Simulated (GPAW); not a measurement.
Input of a GPAW 26.7.0 run:

The input run.py:

```python
from ase import Atoms
from ase.dft.bandgap import bandgap
from ase.io import write
from ase.units import GPa
from gpaw import GPAW, PW

atoms = Atoms(['Ag', 'Ag', 'Ag', 'Ag'],
              cell=[[2.8862, 0.0, 0.0],
                    [-1.4431, 2.4995225204, 0.0],
                    [0.0, 0.0, 10.0]],
              scaled_positions=[[0.0, 0.0, 0.5],
                                [0.0, 0.0, 0.0],
                                [0.6666666667, 0.3333333333, 0.75],
                                [0.3333333333, 0.6666666667, 0.25]],
              pbc=True)

calc = GPAW(mode=PW(600),
            xc='LDA',
            kpts={'size': (7, 7, 2), 'gamma': True},
            occupations={'name': 'fermi-dirac', 'width': 0.05},
            nbands=57,
            convergence={'density': 1e-05, 'energy': 1e-05},
            maxiter=150,
            txt='gpaw.txt')
atoms.calc = calc
energy = atoms.get_potential_energy()
forces = atoms.get_forces()
stress = atoms.get_stress()
calc.write('gs.gpw')
write('result.traj', atoms)
print(f'Energy: {energy:.6f} eV')
print('Forces (eV/A):')
print(forces.round(4))
print('Stress (GPa):', (stress / GPa).round(3))
print('Fermi level:', round(calc.get_fermi_level(), 4), 'eV')
print(f'Gap: {bandgap(calc)[0]:.4f} eV, direct: {bandgap(calc, direct=True)[0]:.4f} eV')

path = atoms.cell.bandpath('GMKGALHA,LM,KH', npoints=60, eps=1e-4)
bs_calc = calc.fixed_density(kpts=path, symmetry='off', nbands=79,
                             convergence={'bands': 'CBM+6.0', 'eigenstates': 1e-6}, txt='bands.txt')
bs = bs_calc.band_structure()
bs.write('bs.json')
print(f'Gap on the path: {bandgap(bs_calc)[0]:.4f} eV')
```

Potentials or basis: the program's PAW data sets (release 1.2.1) made for this functional, pw.

Launch:

```console
$ OMP_NUM_THREADS=1 python run.py
```

**Question.** Predict the band gap along the path.

**Answer.** None (metal or under the smearing width).

**Question.** What does it give for the pressure?

**Answer.** -11.2 GPa.

Levels at the corners of the path, in eV from the Fermi level:
| point | band 32 | band 33 | band 34 | band 35 | band 36 | band 37 |
| --- | --- | --- | --- | --- | --- | --- |
| Γ | -3.11 | -3.11 | -2.79 | -2.79 | -0.55 | 2.66 |
| M | -2.47 | 0.15 | 0.95 | 1.26 | 1.76 | 4.31 |
| K | -2.81 | 3.47 | 3.52 | 3.52 | 4.34 | 4.93 |
| Γ | -3.11 | -3.11 | -2.79 | -2.79 | -0.55 | 2.66 |
| A | -2.91 | -2.91 | -2.91 | -2.46 | -2.46 | 5.34 |
| L | -2.48 | 0.53 | 0.53 | 1.60 | 1.60 | 4.63 |
| H | -2.83 | 3.76 | 3.76 | 3.85 | 3.85 | 4.08 |
| A | -2.91 | -2.91 | -2.91 | -2.46 | -2.46 | 5.34 |
| L | -2.48 | 0.53 | 0.53 | 1.60 | 1.60 | 4.63 |
| M | -2.47 | 0.15 | 0.95 | 1.26 | 1.76 | 4.31 |
| K | -2.81 | 3.47 | 3.52 | 3.52 | 4.34 | 4.93 |
| H | -2.83 | 3.76 | 3.76 | 3.85 | 3.85 | 4.08 |
